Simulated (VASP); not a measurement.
# TiB2 (P6/mmm) in VASP: a series of runs

One crystal, TiB2, is run at these levels: PBE; tasks: single point, relaxation of cell and atoms.

Everything below comes from runs of VASP 6.6.1. Logs are shortened: lines on timing, memory, paths and dates and some standing lists are left out, and cuts for length are marked.

## (1) Starting point

Symmetry: P6/mmm, No. 191, hexagonal system. Conventional cell: a = 3.032 Å, b = 3.032 Å, c = 3.224 Å, α = 90.00°, β = 90.00°, γ = 120.00°. Around Ti (site symmetry 6/mmm) lie 12 B at 2.38 Å. B (site symmetry -6m2) has 3 B at 1.75 Å as nearest neighbours.

The cell was built by a generator and needn't be a form met in nature.

## (2) Single point, PBE

File INCAR:

```
PREC     = Accurate       # precision mode
ENCUT    = 520            # plane-wave cutoff, eV
EDIFF    = 1E-6           # SCF threshold, eV
ISMEAR   = 0              # smearing method
SIGMA    = 0.1            # smearing width, eV
LREAL    = False          # projectors in reciprocal space
LASPH    = True           # aspherical terms in the spheres
NELM     = 100            # most SCF steps
ALGO     = Fast           # electronic algorithm
ISIF     = 2              # what is computed and relaxed
LWAVE    = False          # write WAVECAR
LCHARG   = False          # write CHGCAR
GGA      = PE             # functional
NBANDS   = 16             # bands
```

File KPOINTS:

```
regular mesh
0
Gamma
  12 12 12
```

File POSCAR:

```
TiB2
1.0
    3.0317364172      0.0000000000      0.0000000000
   -1.5158682086      2.6255607549      0.0000000000
    0.0000000000      0.0000000000      3.2244328080
Ti B
1 2
Direct
    0.0000000000      0.0000000000      0.0000000000
    0.3333333333      0.6666666667      0.5000000000
    0.6666666667      0.3333333333      0.5000000000
```

Potentials or basis: VASP PAW PBE potentials, release 64 (Ti_sv, B).

Launch:

```sh
cat potpaw_PBE.64/Ti_sv/POTCAR potpaw_PBE.64/B/POTCAR > POTCAR
mpirun -np 1 vasp_std > vasp.out
```

OUTCAR:

```text
PREC = Accurate
   ENCUT = 520
   EDIFF = 1E-6
   ISMEAR = 0
   LREAL = False
   LASPH = True
   NELM = 100
   ISIF = 2
   GGA = PE

 ion  position               nearest neighbor table
   1  0.000  0.000  0.000-   2 2.38   3 2.38   2 2.38   3 2.38   3 2.38   3 2.38   2 2.38   2 2.38
                             3 2.38   3 2.38   2 2.38   2 2.38
   2  0.333  0.667  0.500-   3 1.75   3 1.75   3 1.75   1 2.38   1 2.38   1 2.38   1 2.38   1 2.38
                             1 2.38
   3  0.667  0.333  0.500-   2 1.75   2 1.75   2 1.75   1 2.38   1 2.38   1 2.38   1 2.38   1 2.38
                             1 2.38

  LATTYP: Found a hexagonal cell.
 ALAT       =     3.0317364172
 C/A-ratio  =     1.0635597441

  Lattice vectors:

 A1 = (   3.0317364172,   0.0000000000,   0.0000000000)
 A2 = (  -1.5158682086,   2.6255607549,   0.0000000000)
 A3 = (   0.0000000000,   0.0000000000,   3.2244328080)

Analysis of symmetry for initial positions (statically):
=====================================================================
 Subroutine PRICEL returns:
 Original cell was already a primitive cell.

 Routine SETGRP: Setting up the symmetry group for a
 hexagonal supercell.

 Subroutine GETGRP returns: Found 24 space group operations
 (whereof 24 operations were pure point group operations)
 out of a pool of 24 trial point group operations.

The static configuration has the point symmetry D_6h.

Analysis of symmetry for dynamics (positions and initial velocities):
=====================================================================
 Subroutine PRICEL returns:
 Original cell was already a primitive cell.

 Routine SETGRP: Setting up the symmetry group for a
 hexagonal supercell.

 Subroutine GETGRP returns: Found 24 space group operations
 (whereof 24 operations were pure point group operations)
 out of a pool of 24 trial point group operations.

The dynamic configuration has the point symmetry D_6h.

 Subroutine INISYM returns: Found 24 space group operations
 (whereof 24 operations are pure point group operations),
 and found     1 'primitive' translations

----------------------------------------------------------------------------------------

                                     Primitive cell

  volume of cell :      25.6665

  direct lattice vectors                    reciprocal lattice vectors
     3.031736417  0.000000000  0.000000000     0.329843978  0.190435509  0.000000000
    -1.515868209  2.625560755  0.000000000     0.000000000  0.380871019  0.000000000
     0.000000000  0.000000000  3.224432808     0.000000000  0.000000000  0.310132063

  length of vectors
     3.031736417  3.031736417  3.224432808     0.380871019  0.380871019  0.310132063

[... 83 lines left out ...]
   LREAL  =      F    real-space projection
   EDIFFG = 0.1E-04   stopping-criterion for IOM
   NSW    =      0    number of steps for IOM
   IBRION =     -1    ionic relax: 0-MD 1-quasi-New 2-CG
   NFREE  =      0    steps in history (QN), initial steepest desc. (CG)
   ISIF   =      2    stress and relaxation
   ISYM   =      2    0-nonsym 1-usesym 2-fastsym
   POTIM  = 0.5000    time-step for ionic-motion
   TEBEG  =    0.0;   TEEND  =   0.0 temperature during run
   PSTRESS=    0.0 pullay stress
   NELECT =      18.0000    total number of electrons
   NUPDOWN=      -1.0000    fix difference up-down
   EMIN   =  10.00;   EMAX   =-10.00  energy-range for DOS
   EFERMI =   0.00;   METHOD = LEGACY
   ISMEAR =     0;   SIGMA  =   0.10  broadening in eV -4-tet -1-fermi 0-gaus
   EFERMI_NEDOS =   21; number of points for ismear=-14 and -15
   IALGO  =     68    algorithm
   IMIX   =      4    mixing-type and parameters
     AMIX     =   0.40;   BMIX     =  1.00
     AMIX_MAG =   1.60;   BMIX_MAG =  1.00
  volume/ion in A,a.u.               =       8.56        57.74
  Fermi-wavevector in a.u.,A,eV,Ry     =   1.454488  2.748583 28.783594  2.115534
  Thomas-Fermi vector in A             =   2.571633
   LORBIT       =      0    0 simple, 1 ext, 2 COOP (PROOUT), +10 PAW based schemes
   GGA     = PE    functional components
   LHFCALC =     F    Hartree Fock is set to
   AEXX    =    0.0000 exact exchange contribution
   IVDW    =     0    specifies the selected vdW correction
   LEPSILON=     F    determine dielectric tensor
   LRPA    =     F    only Hartree local field effects (RPA)
 non-spin polarized calculation
 RMM-DIIS sequential band-by-band and
 Gauss-broadening in eV      SIGMA  =   0.10
  energy-cutoff  :      520.00
  volume of cell :       25.67
 maximum number of plane-waves:       719
 NGX is ok and might be reduce to    24
   NGX = 11   NGY = 11   NGZ = 11

 number of electron      18.0000001 magnetization

 Free energy of the ion-electron system (eV)
  ---------------------------------------------------
  ext. energy  EPLUGINS =         0.00000000
  ---------------------------------------------------
  free energy    TOTEN  =       -24.43217990 eV

  energy without entropy =      -24.43067318  energy(sigma->0) =      -24.43142654

 E-fermi :   9.9897     XC(G=0): -12.7670

 val. band max:        9.9664271031   @ k =   0.3333   0.1667   0.0000
 cond. band min:      10.0137719893   @ k =   0.0833  -0.0000   0.3333
 fundamental gap:      0.0473448862
 Fermi energy:         9.9896914646

 k-point     1 :       0.0000    0.0000    0.0000
  band No.  band energies     occupation
      1     -46.9635      2.00000
      2     -23.3115      2.00000
      3     -23.0033      2.00000
      4     -23.0033      2.00000
      5      -3.5071      2.00000
      6       7.3806      2.00000
[... 433 lines left out ...]
      3     -23.2722      2.00000
      4     -23.0715      2.00000
      5      -1.4458      2.00000
      6       3.3559      2.00000
[... 8 lines left out ...]
     15      17.5723      0.00000
     16      19.3526      0.00000

 [... further k-points ...]
[... 5 lines left out ...]
  --------------------------------------------------------------------------------------
  -------------------------------------------------------------------------------------
  Total        0.0296998      0.0296998      0.0393819      0.0000000      0.0000000     -0.0000000
  in kB        1.8539490      1.8539490      2.4583307      0.0000000      0.0000000     -0.0000000
  external PRESSURE =       2.0554096 kB  Pullay stress =       0.0000000 kB

 VOLUME and BASIS-vectors are now :
 -----------------------------------------------------------------------------
  energy-cutoff  :      520.00
  volume of cell :       25.67
      direct lattice vectors                 reciprocal lattice vectors
     3.031736417  0.000000000  0.000000000     0.329843978  0.190435509  0.000000000
    -1.515868209  2.625560755  0.000000000     0.000000000  0.380871019  0.000000000
     0.000000000  0.000000000  3.224432808     0.000000000  0.000000000  0.310132063

 POSITION                                       TOTAL-FORCE (eV/Angst)
 -----------------------------------------------------------------------------------
      0.00000      0.00000      0.00000        -0.000000      0.000000      0.000000
     -0.00000      1.75037      1.61222        -0.000000      0.000000      0.000000
      1.51587      0.87519      1.61222         0.000000      0.000000      0.000000
 -----------------------------------------------------------------------------------
    total drift:                               -0.000000      0.000000      0.000000

  FREE ENERGIE OF THE ION-ELECTRON SYSTEM (eV)
  ---------------------------------------------------
  free  energy   TOTEN  =       -24.4321799027 eV

  energy  without entropy=      -24.4306731819  energy(sigma->0) =      -24.43142654
```

stdout:

```text
POSCAR found type information on POSCAR TiB
 POSCAR found :  2 types and       3 ions
 scaLAPACK will be used
 LDA part: xc-table for (Slater+PW92), standard interpolation
 POSCAR, INCAR and KPOINTS ok, starting setup
 FFT: planning ... GRIDC
 FFT: planning ... GRID_SOFT
 FFT: planning ... GRID
 WAVECAR not read
 entering main loop
WARNING in EDDRMM: call to ZHEGV failed, returncode =   6  3     10
WARNING in EDDRMM: call to ZHEGV failed, returncode =   8  4     16
WARNING in EDDRMM: call to ZHEGV failed, returncode =   8  4     16
```

It took 61 s on 1 thread of Intel Xeon Platinum 8488C (Sapphire Rapids), shared host; peak memory 0.18 GiB.

Results:

```
Free energy            : -24.4322 eV
Pressure               : 0.2 GPa
Band gap on the k mesh : none (metal or under the smearing width)
```

[end of part 1 of 2]
